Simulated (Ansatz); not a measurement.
# TiB2 (P6/mmm) in Ansatz: notebook, part 2 of 2

Ansatz 0.2.0. The steps go on from the part before.

**3. Relaxation of cell and atoms, PBEsol, target pressure 20 GPa, at which the enthalpy is minimised**

input.yaml reads:

```yaml
crystal:
  lattice:
    - [3.0292, 0.0, 0.0]
    - [-1.5146, 2.6233641531, 0.0]
    - [0.0, 0.0, 3.2284]
  atoms:
    - { symbol: Ti, position: [0.0, 0.0, 0.0] }
    - { symbol: B, position: [0.6666666667, 0.3333333333, 0.5] }
    - { symbol: B, position: [0.3333333333, 0.6666666667, 0.5] }
hamiltonian:
  xc: pbesol
  pseudopotentials: { kind: paw }
kpoints:
  mp_grid: { grid: [10, 10, 8] }
scf:
  occupations: { method: fermi_dirac, width: 0.05 }
output:
  forces: true
  stress: true
  eigenvalues: true
  write_density: true
  write_potential: true
  elf: true
  volumetric_format: npy
relax:
  f_tol: 0.01
  max_steps: 40
  cell: { stress_tol: 0.05, p_target: 20.0 }
```

Potentials or basis: Ansatz PAW.

The run is started by

```
> ansatz run input.yaml --threads 2 --pin off --max-ram 5632MiB --backend cpu --events-out ev --progress --plain --runs-dir out
```

Output:

```text
Warning: RAYON_NUM_THREADS=2 ignored (pool sized by the plan → 2); use --threads N
Engine: ansatz 0.2.0, aarch64-unknown-linux-gnu
Pseudopotentials: kind: paw
Pseudopotential: Ti, paw, valence charge 12, recommended cutoff 420 eV (normal), Ti.paw.azcp
Pseudopotential: B, paw, valence charge 3, recommended cutoff 420 eV (normal), B.paw.azcp
Functional definition: PBEsol
  exchange = pbesol_x
  correlation = pbesol_c
Crystal: 3 atoms, lattice volume = 25.655 Å³
Basis set: ecut = 420 eV, 503 PW (Γ), exchange–correlation on 48×48×48 points (8 copies of the dense FFT grid, shifted against one another)
Bands: 13, of which v1, the nominal top of the filled ones, is band 9 counted from 1 (8 counted from 0)
Symmetry: 24 space group operations
[... 139 lines left out ...]
  atom   2  B      0.00000000     0.00000000     0.00000000
  atom   3  B      0.00000000    -0.00000000    -0.00000000
  max |Σ_I F_I| component: 7.40e-17 eV/Å
--- Stress (GPa, compression-positive) ---
       19.990839       0.000000      -0.000000
       -0.000000      19.990839       0.000000
       -0.000000       0.000000      19.982417
  P = ⅓ Tr σ = 19.9880 GPa (199.880 kbar)
--- Band table (eV; the first three rows and the last of 70) ---
  k-point 0: bands = ["-39.8859", "-16.3580", "-16.0128", "-16.0128", "2.6201", "13.6326", "13.6326", "14.2080", "14.4131", "18.7238", "18.7238", "20.7634", "20.7634"]
  k-point 1: bands = ["-39.8821", "-16.4054", "-16.0090", "-16.0090", "2.8606", "12.6251", "13.8162", "13.8162", "15.8055", "18.1242", "18.1242", "20.3440", "20.3440"]
  k-point 2: bands = ["-39.8729", "-16.5183", "-15.9996", "-15.9996", "3.5237", "10.8733", "14.3550", "14.3550", "17.1201", "17.1606", "17.1606", "19.2775", "19.2775"]
  k-point 69: bands = ["-39.7753", "-16.5249", "-16.3896", "-16.2891", "7.1498", "8.1576", "10.7465", "13.0337", "13.2783", "19.4902", "21.0121", "21.3374", "21.7007"]
--- Relaxed structure (5 steps of the walk, 5 accepted, 2 SCFs on fresh bases) ---
  F+E_penalty+E_count = -2782.52098895 eV   max|allowed force component| = 4.379e-16 eV/Å   (the final SCF, on the basis selected at the relaxed cell)
  cell:  # Å, volume = 23.5054 Å³
    - [2.958122742539925, 2.109951804075904e-33, -3.296799693868599e-35]
    - [-1.4790613712699625, 2.56180944255207, 1.306884899125017e-34]
    - [-3.513597032805454e-35, 1.405438813122182e-34, 3.1017393885853393]
  atoms:
    - { symbol: Ti, position: [-2.2415065207207284e-34, -7.698327113689916e-35, 6.434446986835036e-85] }
    - { symbol: B, position: [0.6666666666666666, 0.3333333333333334, 0.5000000000000001] }
    - { symbol: B, position: [0.3333333333333334, 0.6666666666666669, 0.5000000000000001] }
```

v_z.tsv:

```text
# z_ang	v_es[eV]	v_tot[eV]
# format = ansatz-planar-average/11
# xc	pbesol
# density_cutoff_ev	1680
# datasets	Ti=:simpson_from_first_knot:soft:shift=-797321	B=:simpson_from_first_knot:soft:shift=-132863
# lattice	2.958122743	0.000000000	-0.000000000
# lattice	-1.479061371	2.561809443	0.000000000
# lattice	-0.000000000	0.000000000	3.101739389
# sites	3
# site	22	-0.000000000	-0.000000000	-0.000000000
# site	5	1.479061371	0.853936481	1.550869694
# site	5	0.000000000	1.707872962	1.550869694
0.000000	4.102803e0	-9.236503e0
0.129239	4.358352e0	-8.940875e0
0.258478	5.099709e0	-8.071217e0
0.387717	6.262093e0	-6.705173e0
0.516957	7.696759e0	-5.020868e0
0.646196	9.145375e0	-3.339338e0
[... 16 lines left out ...]
2.843261	5.099709e0	-8.071217e0
2.972500	4.358352e0	-8.940875e0
```

Wall time 5.7 s (2 threads of Arm Neoverse V2, shared host); peak memory 0.32 GiB.

What came out:

* Free energy: -2782.5210 eV
* Relaxed volume: 7.84 Å³/atom
* Relaxed cell: a = 2.958 Å, b = 2.958 Å, c = 3.102 Å, α = 90.00°, β = 90.00°, γ = 120.00°
* Space group after relaxing (to 0.05 Å): P6/mmm (No. 191)
* Energy change on relaxing (the enthalpy is what falls): +28.8 meV/atom
* Ionic steps: 7
* Pressure after relaxing: 20.0 GPa
* Band gap on the k mesh: none (metal or under the smearing width)

Step by step:
```csv
step,energy change (eV),largest force (eV/Å),volume (Å³)
1,0.0000,0.0000,25.66
2,0.0692,0.0000,23.67
3,0.0860,0.0000,23.49
4,0.0834,0.0000,23.51
5,0.0855,0.0000,23.51
6,0.0864,0.0000,23.51
7,0.0864,0.0000,23.51
```

Final structure:
```
Ti B
1.0
     2.95812    0.00000    0.00000
    -1.47906    2.56181    0.00000
     0.00000    0.00000    3.10174
Ti B
1 2
Cartesian
  0.0000 0.0000 0.0000
  1.4791 0.8539 1.5509
  0.0000 1.7079 1.5509
```

Caveat: the plane-wave basis is chosen anew once the cell has moved, so the energies of steps on either side of that aren't comparable; the PAW data sets come from PBE, with cores solved anew for the run's functional, which leaves a small shift of forces and pressure.

**4. Relaxation of cell and atoms, PBEsol, target pressure 30 GPa, at which the enthalpy is minimised**

input.yaml, as its differences from that of step 3:

```diff
@@ -20,6 +20,2 @@
   eigenvalues: true
-  write_density: true
-  write_potential: true
-  elf: true
-  volumetric_format: npy
 relax:
@@ -27,2 +23,2 @@
   max_steps: 40
-  cell: { stress_tol: 0.05, p_target: 20.0 }
+  cell: { stress_tol: 0.05, p_target: 30.0 }
```

The run is started by

```
> ansatz run input.yaml --threads 2 --pin off --max-ram 5632MiB --backend cpu --events-out ev --progress --plain --runs-dir out
```

Wall time 5.4 s (2 threads of Arm Neoverse V2, shared host); peak memory 0.32 GiB.

It converged, with:

* Free energy: -2782.4197 eV
* Relaxed volume: 7.62 Å³/atom
* Relaxed cell: a = 2.934 Å, b = 2.934 Å, c = 3.066 Å, α = 90.00°, β = 90.00°, γ = 120.00°
* Space group after relaxing (to 0.05 Å): P6/mmm (No. 191)
* Energy change on relaxing (the enthalpy is what falls): +62.6 meV/atom
* Ionic steps: 7
* Pressure after relaxing: 30.0 GPa
* Band gap on the k mesh: none (metal or under the smearing width)

The path:
```csv
step,energy change (eV),largest force (eV/Å),volume (Å³)
1,0.0000,0.0000,25.66
2,0.1236,0.0000,23.23
3,0.1941,0.0000,22.81
4,0.1833,0.0000,22.86
5,0.1858,0.0000,22.86
6,0.1877,0.0000,22.85
7,0.1877,0.0000,22.85
```

Final structure:
```
CELL_PARAMETERS angstrom
2.93383 0.00000 0.00000
-1.46691 2.54077 0.00000
0.00000 0.00000 3.06583
ATOMIC_POSITIONS crystal
Ti 0.00000 0.00000 0.00000
B 0.66667 0.33333 0.50000
B 0.33333 0.66667 0.50000
```

Levels at points of the mesh, in eV from the Fermi level:
| k point | band 7 | band 8 | band 9 | band 10 | band 11 | band 12 |
| --- | --- | --- | --- | --- | --- | --- |
| (0.00, 0.00, 0.00) | -2.90 | -2.30 | -1.98 | 2.37 | 2.37 | 4.49 |
| (0.00, 0.00, -0.50) | -0.50 | -0.50 | -0.24 | -0.24 | 0.59 | 0.59 |
| (0.00, -0.50, 0.00) | -3.36 | -3.33 | -2.53 | 1.73 | 3.28 | 3.88 |
| (0.00, -0.50, -0.50) | -5.06 | -4.17 | -3.05 | 3.21 | 3.53 | 5.58 |

Caveat: the plane-wave basis is chosen anew once the cell has moved, so the energies of steps on either side of that aren't comparable; the PAW data sets come from PBE, with cores solved anew for the run's functional, which leaves a small shift of forces and pressure.

**5. Summary**

```csv
cell,target pressure (GPa),gap on the mesh (eV),pressure (GPa)
relaxed to 10 GPa,10,none,10.0
relaxed to 20 GPa,20,none,20.0
relaxed to 30 GPa,30,none,30.0
```

Alike in all rows: task relaxation of cell and atoms; level PBEsol; potentials or basis Ansatz PAW; no spin polarisation; k mesh 10 × 10 × 8; cutoff (eV) 420; smearing fermi-dirac 0.05 eV.

Caveats: the plane-wave basis is chosen anew once the cell has moved, so the energies of steps on either side of that aren't comparable; the PAW data sets come from PBE, with cores solved anew for the run's functional, which leaves a small shift of forces and pressure.

Total energies depend on the potentials used, so only differences within one code and one set of settings carry meaning.
